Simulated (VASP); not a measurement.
A run of VASP 6.6.1:

The input INCAR:

```
  PREC = Accurate
  ENCUT = 600
  EDIFF = 1E-6
  ISMEAR = 0
  SIGMA = 0.02
  LREAL = False
  LASPH = True
  NELM = 100
  ALGO = Fast
  ISIF = 3
  LWAVE = False
  LCHARG = False
  GGA = PE
  IVDW = 12
  IBRION = 2
  NSW = 100
  EDIFFG = -0.005
```

KPOINTS

```
regular mesh
0
Gamma
  9 9 4
```

POSCAR

```
Al2O3
1.0
    2.8672039189      0.0000000000      0.0000000000
   -1.4336019595      2.4830714316      0.0000000000
    0.0000000000      0.0000000000      7.2962596973
Al O
2 3
Direct
    0.0000000000      0.0000000000      0.1907358529
    0.0000000000      0.0000000000      0.8092641471
    0.3333333333      0.6666666667      0.2840924954
    0.6666666667      0.3333333333      0.0000000000
    0.3333333333      0.6666666667      0.7159075046
```

Potentials or basis: VASP PAW PBE potentials, release 64 (Al, O).

The run is started by

```bash
$ cat potpaw_PBE.64/Al/POTCAR potpaw_PBE.64/O/POTCAR > POTCAR
$ mpirun -np 1 vasp_std > vasp.out
```

Hardware: 1 thread of Intel(R) Xeon(R) 6975P-C (Granite Rapids), on a shared host.

**Question.** How long does it take, and how much memory?

**Answer.** Wall time 73 s on 1 thread of Intel(R) Xeon(R) 6975P-C (Granite Rapids) (shared host), peak memory 0.2 GiB. Counts: scf iterations 77, k points 36, ion steps 14.
